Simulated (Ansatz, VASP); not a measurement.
**PbSe in VASP and in Ansatz**

Contents of INCAR:

```
PREC = Accurate ; ENCUT = 520
EDIFF = 1E-7 ; ISMEAR = -1
SIGMA = 0.05 ; LREAL = F
LASPH = T ; NELM = 80
ALGO = Normal ; ISIF = 2
LWAVE = F ; LCHARG = F
GGA = PE ; NBANDS = 17
```

File KPOINTS:

```
Automatic mesh
0
Gamma
  8 8 8
```

Contents of POSCAR:

```
PbSe
1.0
    0.0000000000      3.1237628255      2.9382240000
    3.1237628255      0.0000000000      2.9382240000
    3.1237628255      3.1237628255      0.0000000000
Pb Se
1 1
Direct
    0.0000000000      0.0000000000      0.0000000000
    0.5000000000      0.5000000000      0.5000000000
```

File input.yaml:

```yaml
crystal:
  lattice:
    - [0.0, 3.1237628255, 2.938224]
    - [3.1237628255, 0.0, 2.938224]
    - [3.1237628255, 3.1237628255, 0.0]
  atoms:
    - { symbol: Pb, position: [0.0, 0.0, 0.0] }
    - { symbol: Se, position: [0.5, 0.5, 0.5] }
kpoints:
  mp_grid: { grid: [8, 8, 8] }
  band_path:
    path:
      - [0.0, 0.0, 0.0]
      - [0.0, 0.5, 0.5]
      - [0.2825701678, 0.5, 0.7825701678]
      - [0.3912850839, 0.3912850839, 0.7825701678]
      - [0.0, 0.0, 0.0]
      - [-0.5, -0.5, 0.0]
      - [-0.3912850839, -0.3912850839, 0.2174298322]
      - [0.0, 0.0, 0.5]
    npoints: 10
scf:
  occupations: { method: fermi_dirac, width: 0.05 }
hamiltonian:
  xc: pbe
  pseudopotentials: { kind: all_electron, lapw: { basis_error: 0.001 } }
output:
  forces: true
  stress: true
  eigenvalues: true
```

Change from the starting cell: strain_z_fixed_volume = -0.04.

Alike in both runs: functional PBE; k mesh 8 × 8 × 8; occupations fermi-dirac, width 0.05 eV; no spin polarisation.

```csv
,VASP,Ansatz
version,VASP 6.6.1,Ansatz 0.2.0
potentials or method,"VASP PAW PBE potentials, release 64 (Pb_d, Se)","all-electron LAPW, scalar-relativistic"
plane-wave cutoff (eV),520,see its input
task,single point,band structure
```

```csv
,VASP,Ansatz,Ansatz less VASP
gap on the k mesh at the Fermi level (eV),0.18,0.17,-0.006
least direct gap on the mesh (eV),0.18,0.17,-0.006
pressure (GPa),3.0,3.0,+0.02
largest component of the traceless stress (GPa),5.87,5.85,-0.018
```

Ansatz ran all-electron here, so the differences hold the error of VASP's frozen core and of both bases.

Caveats: spin-orbit coupling is left out, which as a rule narrows the gap of such compounds by several tenths of an eV.
